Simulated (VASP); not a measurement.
Calculation: PBE GGA, VASP's PBE PAW potentials (set 64) (plane waves; VASP 6.6.1).

A VASP calculation is set up with these files.

**POSCAR**
```
NaBr
1
    0.0000000000     2.9850000000     2.9850000000
    2.9850000000     0.0000000000     2.9850000000
    2.9850000000     2.9850000000     0.0000000000
Na Br
1 1
Direct
  0.0000000000   0.0000000000   0.0000000000
  0.5000000000   0.5000000000   0.5000000000
```

INCAR:
```
! general
SYSTEM =NaBr
PREC   =Accurate
ENCUT  =480
LREAL  =.FALSE.
LASPH  =.TRUE.

! electronic loop
EDIFF  =1E-6
NELM   =100
ALGO   =Normal
LMAXMIX=4

! smearing
ISMEAR =0
SIGMA  =0.05

! functional
GGA    =PE

! ions
IBRION =2
NSW    =60
ISIF   =3
EDIFFG =-0.01

! output
LWAVE  =.FALSE.
LCHARG =.FALSE.
```

**KPOINTS**
```
Automatic mesh
0
Gamma
7 7 7
0 0 0
```

POTCAR, in this order: Na_pv Br (PBE.64 set). Program: vasp_std.

What VASP printed:

**OSZICAR**
```
       N       E                     dE             d eps       ncg     rms          rms(c)
DAV:   1     0.824779695133E+02    0.82478E+02   -0.69034E+03   440   0.114E+03
DAV:   2     0.560201619161E+00   -0.81918E+02   -0.76590E+02   494   0.242E+02
DAV:   3    -0.610670795401E+01   -0.66669E+01   -0.66294E+01   521   0.720E+01
DAV:   4    -0.623735654066E+01   -0.13065E+00   -0.13051E+00   479   0.114E+01
DAV:   5    -0.623939395722E+01   -0.20374E-02   -0.20373E-02   539   0.136E+00    0.166E+00
DAV:   6    -0.612374451413E+01    0.11565E+00   -0.18995E-01   503   0.286E+00    0.102E+00
DAV:   7    -0.611253165802E+01    0.11213E-01   -0.87610E-02   502   0.190E+00    0.564E-01
DAV:   8    -0.611633534796E+01   -0.38037E-02   -0.64774E-03   461   0.812E-01    0.112E-01
DAV:   9    -0.611630929127E+01    0.26057E-04   -0.10425E-04   521   0.108E-01    0.589E-02
DAV:  10    -0.611636689920E+01   -0.57608E-04   -0.10898E-04   470   0.102E-01    0.121E-02
DAV:  11    -0.611636678300E+01    0.11619E-06   -0.75466E-06   503   0.306E-02
   1 F= -.61163668E+01 E0= -.61163668E+01  d E =-.611637E+01
       N       E                     dE             d eps       ncg     rms          rms(c)
DAV:   1    -0.613992391092E+01   -0.23557E-01   -0.48725E-01   494   0.107E+01    0.856E-01
DAV:   2    -0.612302494728E+01    0.16899E-01   -0.23981E-02   494   0.178E+00    0.395E-01
DAV:   3    -0.611922033818E+01    0.38046E-02   -0.95860E-03   497   0.109E+00    0.130E-01
DAV:   4    -0.611893023636E+01    0.29010E-03   -0.23726E-04   440   0.162E-01    0.126E-02
DAV:   5    -0.611892666754E+01    0.35688E-05   -0.17124E-05   500   0.391E-02    0.742E-03
DAV:   6    -0.611892703414E+01   -0.36661E-06   -0.80698E-07   338   0.137E-02
   2 F= -.61189270E+01 E0= -.61189270E+01  d E =-.256025E-02
       N       E                     dE             d eps       ncg     rms          rms(c)
DAV:   1    -0.613351218873E+01   -0.14586E-01   -0.32120E-01   494   0.866E+00    0.695E-01
DAV:   2    -0.612232581431E+01    0.11186E-01   -0.15978E-02   494   0.144E+00    0.320E-01
DAV:   3    -0.611982544182E+01    0.25004E-02   -0.63016E-03   497   0.881E-01    0.105E-01
DAV:   4    -0.611962995768E+01    0.19548E-03   -0.15678E-04   440   0.131E-01    0.101E-02
DAV:   5    -0.611962786387E+01    0.20938E-05   -0.11885E-05   476   0.317E-02    0.615E-03
DAV:   6    -0.611962808069E+01   -0.21683E-06   -0.52969E-07   253   0.115E-02
   3 F= -.61196281E+01 E0= -.61196281E+01  d E =-.326130E-02
```

OUTCAR:
```
------------------------ aborting loop because EDIFF is reached ----------------------------------------
  FORCE on cell =-STRESS in cart. coord.  units (eV):
  Direction    XX          YY          ZZ          XY          YZ          ZX
  --------------------------------------------------------------------------------------
  Total        0.0088148      0.0088148      0.0088148      0.0000000      0.0000000     -0.0000000
  in kB        0.2578406      0.2578406      0.2578406      0.0000000      0.0000000     -0.0000000
  external PRESSURE =       0.2578406 kB  Pullay stress =       0.0000000 kB
  volume of cell :       54.77
      direct lattice vectors                 reciprocal lattice vectors
    -0.000000000  3.014255296  3.014255296    -0.165878451  0.165878451  0.165878451
     3.014255296  0.000000000  3.014255296     0.165878451 -0.165878451  0.165878451
     3.014255296  3.014255296 -0.000000000     0.165878451  0.165878451 -0.165878451
 POSITION                                       TOTAL-FORCE (eV/Angst)
 -----------------------------------------------------------------------------------
      0.00000      0.00000      0.00000         0.000000     -0.000000     -0.000000
      3.01426      3.01426      3.01426        -0.000000      0.000000      0.000000
 -----------------------------------------------------------------------------------
    total drift:                               -0.000000      0.000000      0.000000
  FREE ENERGIE OF THE ION-ELECTRON SYSTEM (eV)
  ---------------------------------------------------
  free  energy   TOTEN  =        -6.1196280807 eV

  energy  without entropy=       -6.1196280807  energy(sigma->0) =       -6.11962808

 reached required accuracy - stopping structural energy minimisation
```
(Selected blocks of OUTCAR.)

File CONTCAR:
```
NaBr
   1.00000000000000
    -0.0000000000000000    3.0142552963700489    3.0142552963700489
     3.0142552963700489    0.0000000000000000    3.0142552963700489
     3.0142552963700489    3.0142552963700489   -0.0000000000000000
  Na              Br
     1     1
Direct
     0.0000000000000000    0.0000000000000000    0.0000000000000000
     0.5000000000000000    0.5000000000000000    0.5000000000000000
```

Energy and stress use the plane-wave basis of the starting cell.

The compound is NaBr in the rock salt structure. This run relaxes it. Symmetry was kept, so distortions that lower it aren't found.
